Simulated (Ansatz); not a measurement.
# InAs: the cost of one run

Program: Ansatz 0.2.0. Level of theory: DFT PBE, scalar-relativistic, plane waves, PAW. These are calculated values, not measurements.

The COD entry's cell or inner coordinates are ideal or old and differ from later refinements, so a difference from it is no clean test against experiment.

1 further run of the same task is left out (set aside as unsound or not needed).

### Step 1. Starting point

It takes space group F-43m (No. 216, cubic). The conventional cell has a = 6.187 Å, b = 6.187 Å, c = 6.187 Å, α = 90.00°, β = 90.00°, γ = 90.00°. Around In (site symmetry -43m) lie 4 As at 2.68 Å. Around As (site symmetry -43m) lie 4 In at 2.68 Å.

Structure file:

```cif
data_structure
_symmetry_space_group_name_H-M 'F-43m'
_symmetry_Int_Tables_number 216
_cell_length_a 6.1868
_cell_length_b 6.1868
_cell_length_c 6.1868
_cell_angle_alpha 90.000
_cell_angle_beta 90.000
_cell_angle_gamma 90.000
_cell_volume 236.81
loop_
_atom_site_label
_atom_site_type_symbol
_atom_site_symmetry_multiplicity
_atom_site_Wyckoff_symbol
_atom_site_fract_x
_atom_site_fract_y
_atom_site_fract_z
_atom_site_occupancy
In1 In 4 a 0.00000 0.00000 0.00000 1
As1 As 4 c 0.25000 0.25000 0.25000 1
```

It is the result of an earlier relaxation at this level (volume 29.60 Å³/atom; gap on the mesh: none (metal)).

### Step 2. The scan

The energy is mapped over two homogeneous strains; x, y and z are the crystal's own axes (z along the conventional c), which in the input's Cartesian frame point along (1.00, 0.00, 0.00), (0.00, 0.00, -1.00), (0.00, 1.00, 0.00).

First coordinate, normal strain along x: 7 values from −4.00 %. Second coordinate, normal strain along y: 7 values from −4.00 %.

Nothing else is relaxed (symmetry fixes all fractional coordinates). Energies count from the relaxed crystal. Points are written as (first, second).

### Step 3. Point (−4.00 %, −4.00 %)

Contents of input.yaml:

```yaml
crystal:
  lattice:
    - [0.0, 3.0934008768, 2.9696648417]
    - [2.9696648417, 0.0, 2.9696648417]
    - [2.9696648417, 3.0934008768, 0.0]
  atoms:
    - { symbol: In, position: [0.0, 0.0, 0.0] }
    - { symbol: As, position: [0.75, 0.75, 0.75] }
basis:
  ecutwfc: 420
kpoints:
  mp_grid: { grid: [12, 12, 12] }
hamiltonian:
  xc: pbe
  pseudopotentials: { kind: paw, azcp: { folder: soft_1 } }
scf:
  occupations: { method: gaussian, width: 0.15 }
output:
  forces: true
  stress: true
  eigenvalues: true
  write_density: true
  write_potential: true
  elf: true
  volumetric_format: npy
```

Started as:

```
> ansatz run input.yaml --threads 1 --pin off --max-ram 2048MiB --backend cpu --events-out ev --progress --plain --runs-dir out
```

Q: Estimate wall time and peak memory on 1 thread of Intel Xeon Platinum 8259CL at 2.50GHz (Skylake/Cascade Lake), shared host.

About 15 s, with a peak of 0.5 GiB.
